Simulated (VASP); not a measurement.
# CdS (Fm-3m) in VASP: notebook

Runs on CdS. Level: PBEsol. Tasks: single point.

Program: VASP 6.6.1. These are calculated values, not measurements. Logs are shortened: lines on timing, memory, paths and dates and some standing lists are left out, and cuts for length are marked.

### Step 1. The cell of the first run

The structure is cubic, space group Fm-3m (No. 225). Conventional cell: a = 5.506 Å, b = 5.506 Å, c = 5.506 Å, α = 90.00°, β = 90.00°, γ = 90.00°. Cd (site symmetry m-3m) has 6 S at 2.75 Å as nearest neighbours. S (site symmetry m-3m) is surrounded by 6 Cd at 2.75 Å.

Measurements of this composition are mostly on another form, of space group No. 186.

### Step 2. Single point, PBEsol (the perfect cell under the smearing of 1200 K)

INCAR

```
  PREC = Accurate
  ENCUT = 520
  EDIFF = 1E-6
  ISMEAR = -1
  SIGMA = 0.1034
  LREAL = Auto
  LASPH = T
  NELM = 100
  ALGO = Fast
  ISIF = 2
  LWAVE = F
  LCHARG = F
  GGA = PS
  NBANDS = 86
  ISYM = 0
```

KPOINTS

```
Automatic mesh
0
Gamma
  2 2 2
  0.5 0.5 0.5
```

POSCAR

```
CdS
1.0
    5.5064880000     -5.5064880000      0.0000000000
    5.5064880000      0.0000000000      5.5064880000
    0.0000000000     -5.5064880000      5.5064880000
Cd S
8 8
Direct
    0.5000000000      0.0000000000      0.0000000000
    0.5000000000      0.0000000000      0.5000000000
    0.5000000000      0.5000000000      0.0000000000
    0.5000000000      0.5000000000      0.5000000000
    0.0000000000      0.0000000000      0.0000000000
    0.0000000000      0.0000000000      0.5000000000
    0.0000000000      0.5000000000      0.0000000000
    0.0000000000      0.5000000000      0.5000000000
    0.2500000000      0.7500000000      0.7500000000
    0.2500000000      0.7500000000      0.2500000000
    0.2500000000      0.2500000000      0.7500000000
    0.2500000000      0.2500000000      0.2500000000
    0.7500000000      0.7500000000      0.7500000000
    0.7500000000      0.7500000000      0.2500000000
    0.7500000000      0.2500000000      0.7500000000
    0.7500000000      0.2500000000      0.2500000000
```

Potentials or basis: VASP PAW PBE potentials, release 64 (Cd, S).

Run with:

```console
$ cat potpaw_PBE.64/Cd/POTCAR potpaw_PBE.64/S/POTCAR > POTCAR
$ mpirun -np 1 vasp_std > vasp.out
```

OUTCAR:

```text
PREC = Accurate
   ENCUT = 520
   EDIFF = 1E-6
   ISMEAR = -1
   LREAL = Auto
   LASPH = T
   NELM = 100
   ISIF = 2
   GGA = PS
   ISYM = 0

 ion  position               nearest neighbor table
   1  0.500  0.000  0.000-  10 2.75  11 2.75  12 2.75  13 2.75  14 2.75  15 2.75
   2  0.500  0.000  0.500-   9 2.75  11 2.75  12 2.75  13 2.75  14 2.75  16 2.75
   3  0.500  0.500  0.000-   9 2.75  10 2.75  12 2.75  13 2.75  15 2.75  16 2.75
   4  0.500  0.500  0.500-   9 2.75  10 2.75  11 2.75  14 2.75  15 2.75  16 2.75
   5  0.000  0.000  0.000-   9 2.75  10 2.75  11 2.75  14 2.75  15 2.75  16 2.75
   6  0.000  0.000  0.500-   9 2.75  10 2.75  12 2.75  13 2.75  15 2.75  16 2.75
[... 8 lines left out ...]
  15  0.750  0.250  0.750-   1 2.75   3 2.75   4 2.75   5 2.75   6 2.75   8 2.75
  16  0.750  0.250  0.250-   2 2.75   3 2.75   4 2.75   5 2.75   6 2.75   7 2.75

IMPORTANT INFORMATION: All symmetrisations will be switched off!
NOSYMM: (Re-)initialisation of all symmetry stuff for point group C_1.

----------------------------------------------------------------------------------------

                                     Primitive cell

  volume of cell :     333.9290

  direct lattice vectors                    reciprocal lattice vectors
     5.506488000 -5.506488000  0.000000000     0.090801978 -0.090801978 -0.090801978
     5.506488000  0.000000000  5.506488000     0.090801978  0.090801978  0.090801978
     0.000000000 -5.506488000  5.506488000    -0.090801978 -0.090801978  0.090801978

  length of vectors
     7.787350011  7.787350011  7.787350011     0.157273639  0.157273639  0.157273639

  position of ions in fractional coordinates (direct lattice)
     0.500000000  0.000000000  0.000000000
     0.500000000  0.000000000  0.500000000
     0.500000000  0.500000000  0.000000000
     0.500000000  0.500000000  0.500000000
     0.000000000  0.000000000  0.000000000
     0.000000000  0.000000000  0.500000000
[... 8 lines left out ...]
     0.750000000  0.250000000  0.750000000
     0.750000000  0.250000000  0.250000000

  ion indices of the primitive-cell ions
   primitive index   ion index
                 1           1
                 2           2
                 3           3
                 4           4
                 5           5
                 6           6
[... 8 lines left out ...]
                15          15
                16          16

----------------------------------------------------------------------------------------

 KPOINTS: Automatic mesh

Automatic generation of k-mesh.
 Grid dimensions read from file:
 generate k-points for:    2    2    2

 Generating k-lattice:

  Cartesian coordinates                     Fractional coordinates (reciprocal lattice)
     0.045400989 -0.045400989 -0.045400989     0.500000000  0.000000000  0.000000000
     0.045400989  0.045400989  0.045400989     0.000000000  0.500000000  0.000000000
    -0.045400989 -0.045400989  0.045400989     0.000000000  0.000000000  0.500000000

  Length of vectors
     0.078636819  0.078636819  0.078636819

  Shift w.r.t. Gamma in fractional coordinates (k-lattice)
     0.500000000  0.500000000  0.500000000

 Subroutine IBZKPT returns following result:
 ===========================================

 Found     16 irreducible k-points:

 Following reciprocal coordinates:
            Coordinates               Weight
  0.250000  0.250000  0.250000      2.000000
  0.250000  0.000000  0.000000      2.000000
  0.000000  0.000000 -0.250000      2.000000
  0.000000  0.250000  0.000000      2.000000
 -0.250000  0.250000  0.250000      2.000000
  0.250000 -0.250000  0.250000      2.000000
[... 8 lines left out ...]
  0.000000  0.250000  0.500000      2.000000
  0.500000  0.250000  0.000000      2.000000
   k-points           NKPTS =     16   k-points in BZ     NKDIM =     16   number of bands    NBANDS=     86
   number of dos      NEDOS =    301   number of ions     NIONS =     16
   total plane-waves  NPLWV = 216000
   dimension x,y,z NGX =    60 NGY =   60 NGZ =   60
   dimension x,y,z NGXF=   120 NGYF=  120 NGZF=  120
   ions per type =               8   8
   NGX,Y,Z   is equivalent  to a cutoff of  12.81, 12.81, 12.81 a.u.
   NGXF,Y,Z  is equivalent  to a cutoff of  25.62, 25.62, 25.62 a.u.
 SYSTEM =  unknown system
   PREC   = accura    normal or accurate (medium, high low for compatibility)
   ISTART =      0    job   : 0-new  1-cont  2-samecut
   ICHARG =      2    charge: 1-file 2-atom 10-const
   ISPIN  =      1    spin polarized calculation?
   LNONCOLLINEAR =      F non collinear calculations
   LSORBIT =      F    spin-orbit coupling
   LASPH  =      T    aspherical Exc in radial PAW
   ENCUT  =  520.0 eV  38.22 Ry    6.18 a.u.  14.48 14.48 14.48*2*pi/ulx,y,z
   NELM   =    100;   NELMIN=  2; NELMDL= -5     # of ELM steps
   EDIFF  = 0.1E-05   stopping-criterion for ELM
   LREAL  =      T    real-space projection
   EDIFFG = 0.1E-04   stopping-criterion for IOM
   NSW    =      0    number of steps for IOM
   IBRION =     -1    ionic relax: 0-MD 1-quasi-New 2-CG
   NFREE  =      0    steps in history (QN), initial steepest desc. (CG)
   ISIF   =      2    stress and relaxation
   ISYM   =      0    0-nonsym 1-usesym 2-fastsym
   POTIM  = 0.5000    time-step for ionic-motion
   TEBEG  =    0.0;   TEEND  =   0.0 temperature during run
   PSTRESS=    0.0 pullay stress
   NELECT =     144.0000    total number of electrons
   NUPDOWN=      -1.0000    fix difference up-down
   EMIN   =  10.00;   EMAX   =-10.00  energy-range for DOS
   EFERMI =   0.00;   METHOD = LEGACY
   ISMEAR =    -1;   SIGMA  =   0.10  broadening in eV -4-tet -1-fermi 0-gaus
   EFERMI_NEDOS =   21; number of points for ismear=-14 and -15
   IALGO  =     68    algorithm
   IMIX   =      4    mixing-type and parameters
     AMIX     =   0.40;   BMIX     =  1.00
     AMIX_MAG =   1.60;   BMIX_MAG =  1.00
  volume/ion in A,a.u.               =      20.87       140.84
  Fermi-wavevector in a.u.,A,eV,Ry     =   1.236833  2.337275 20.813583  1.529755
  Thomas-Fermi vector in A             =   2.371425
   LORBIT       =      0    0 simple, 1 ext, 2 COOP (PROOUT), +10 PAW based schemes
   GGA     = PS    functional components
   LHFCALC =     F    Hartree Fock is set to
   AEXX    =    0.0000 exact exchange contribution
   IVDW    =     0    specifies the selected vdW correction
   LEPSILON=     F    determine dielectric tensor
   LRPA    =     F    only Hartree local field effects (RPA)
 non-spin polarized calculation
 RMM-DIIS sequential band-by-band and
  energy-cutoff  :      520.00
  volume of cell :      333.93
 maximum number of plane-waves:      9018
 NGX is ok and might be reduce to    60
   NGX = 29   NGY = 29   NGZ = 29

 number of electron     144.0000041 magnetization

 Free energy of the ion-electron system (eV)
  ---------------------------------------------------
  ext. energy  EPLUGINS =         0.00000000
  ---------------------------------------------------
  free energy    TOTEN  =       -52.96323463 eV

  energy without entropy =      -52.94720848  energy(sigma->0) =      -52.95522156

 E-fermi :   3.1200     XC(G=0): -10.5085

 val. band max:        2.6040677144   @ k =   0.0000   0.5000  -0.2500
 cond. band min:       3.6112703447   @ k =   0.0000   0.2500   0.0000
 fundamental gap:      1.0072026303
 Fermi energy:         3.1200108337

 k-point     1 :       0.2500    0.2500    0.2500
  band No.  band energies     occupation
      1      -9.9374      2.00000
      2      -9.1644      2.00000
      3      -9.1520      2.00000
      4      -9.1520      2.00000
      5      -9.1520      2.00000
      6      -8.9968      2.00000
[... 76 lines left out ...]
     83       7.3693      0.00000
     84       8.8039      0.00000

 k-point     2 :       0.2500    0.0000    0.0000
  band No.  band energies     occupation
      1      -9.9374      2.00000
      2      -9.1644      2.00000
      3      -9.1520      2.00000
      4      -9.1520      2.00000
      5      -9.1520      2.00000
      6      -8.9968      2.00000
[... 1207 lines left out ...]
     83       8.3120      0.00000
     84       8.4642      0.00000

 k-point    16 :       0.5000    0.2500    0.0000
  band No.  band energies     occupation
      1      -9.6411      2.00000
      2      -9.3806      2.00000
      3      -9.2975      2.00000
      4      -9.1174      2.00000
      5      -9.1174      2.00000
      6      -9.0454      2.00000
[... 76 lines left out ...]
     83       8.3126      0.00000
     84       8.4652      0.00000
 [bands above 84 left out]

------------------------ aborting loop because EDIFF is reached ----------------------------------------

  FORCE on cell =-STRESS in cart. coord.  units (eV):
  Direction    XX          YY          ZZ          XY          YZ          ZX
  --------------------------------------------------------------------------------------
  -------------------------------------------------------------------------------------
  Total       -8.2516606     -8.2516531     -8.2516103     -0.0000528      0.0000115     -0.0000167
  in kB      -39.5911259    -39.5910896    -39.5908846     -0.0002533      0.0000550     -0.0000803
  external PRESSURE =     -39.5910334 kB  Pullay stress =       0.0000000 kB

 VOLUME and BASIS-vectors are now :
 -----------------------------------------------------------------------------
  energy-cutoff  :      520.00
  volume of cell :      333.93
      direct lattice vectors                 reciprocal lattice vectors
     5.506488000 -5.506488000  0.000000000     0.090801978 -0.090801978 -0.090801978
     5.506488000  0.000000000  5.506488000     0.090801978  0.090801978  0.090801978
     0.000000000 -5.506488000  5.506488000    -0.090801978 -0.090801978  0.090801978

 POSITION                                       TOTAL-FORCE (eV/Angst)
 -----------------------------------------------------------------------------------
      2.75324     -2.75324      0.00000        -0.000001      0.000000      0.000001
      2.75324     -5.50649      2.75324         0.000000     -0.000004     -0.000001
      5.50649     -2.75324      2.75324        -0.000002      0.000002      0.000002
      5.50649     -5.50649      5.50649         0.000004     -0.000002     -0.000001
      0.00000      0.00000      0.00000        -0.000001     -0.000002     -0.000003
      0.00000     -2.75324      2.75324        -0.000002      0.000002      0.000002
[... 8 lines left out ...]
      5.50649     -8.25973      5.50649         0.000005     -0.000014     -0.000004
      5.50649     -5.50649      2.75324        -0.000005      0.000009     -0.000001
 -----------------------------------------------------------------------------------
    total drift:                                0.000004      0.000009     -0.000005

  FREE ENERGIE OF THE ION-ELECTRON SYSTEM (eV)
  ---------------------------------------------------
  free  energy   TOTEN  =       -52.9632346296 eV

  energy  without entropy=      -52.9472084838  energy(sigma->0) =      -52.95522156
```

Run time: 8.6 min. Hardware: 1 thread of Intel Xeon 6975P-C (Granite Rapids), shared host; peak memory 0.65 GiB.

Results:

| Property | Result |
| --- | --- |
| Free energy | -52.9632 eV |
| Pressure | -4.0 GPa |
| Band gap on the k mesh | 1.01 eV |

Levels at points of the mesh, in eV from the valence-band top:
```tsv
k point	band 68	band 69	band 70	band 71	band 72	band 73	band 74	band 75	band 76	band 77
(0.25, 0.25, 0.25)	-0.38	-0.38	-0.38	-0.11	-0.11	1.01	1.01	1.01	1.90	3.47
```

Caveat: the PAW data sets were made with another functional, which shifts forces and pressure a little.

### Step 3. Single point, PBEsol (the relaxed cell repeated 8 times, on the trajectory's mesh)

INCAR

```
SYSTEM = CdS
ALGO = Fast ; EDIFF = 1E-6
ENCUT = 520 ; GGA = PS
ISIF = 2 ; ISMEAR = 0
ISYM = 0 ; LASPH = .TRUE.
LCHARG = .FALSE. ; LREAL = Auto
LWAVE = .FALSE. ; NBANDS = 86
NELM = 100 ; PREC = Accurate
SIGMA = 0.1
```

KPOINTS is that of step 2.

POSCAR is that of step 2.

Potentials or basis: VASP PAW PBE potentials, release 64 (Cd, S).

Run with:

```console
$ cat potpaw_PBE.64/Cd/POTCAR potpaw_PBE.64/S/POTCAR > POTCAR
$ mpirun -np 1 vasp_std > vasp.out
```

Run time: 9.4 min. Hardware: 1 thread of Intel Xeon 6975P-C (Granite Rapids), shared host; peak memory 0.64 GiB.

It converged, with:

* Free energy: -52.9606 eV
* Pressure: -4.0 GPa
* Band gap on the k mesh: 1.01 eV

Levels at points of the mesh, in eV from the valence-band top:
| k point | band 69 | band 70 | band 71 | band 72 | band 73 | band 74 | band 75 | band 76 |
| --- | --- | --- | --- | --- | --- | --- | --- | --- |
| (0.25, 0.25, 0.25) | -0.39 | -0.39 | -0.11 | -0.11 | 1.01 | 1.01 | 1.01 | 1.89 |

Caveat: the PAW data sets were made with another functional, which shifts forces and pressure a little. A k mesh can miss the band edges.
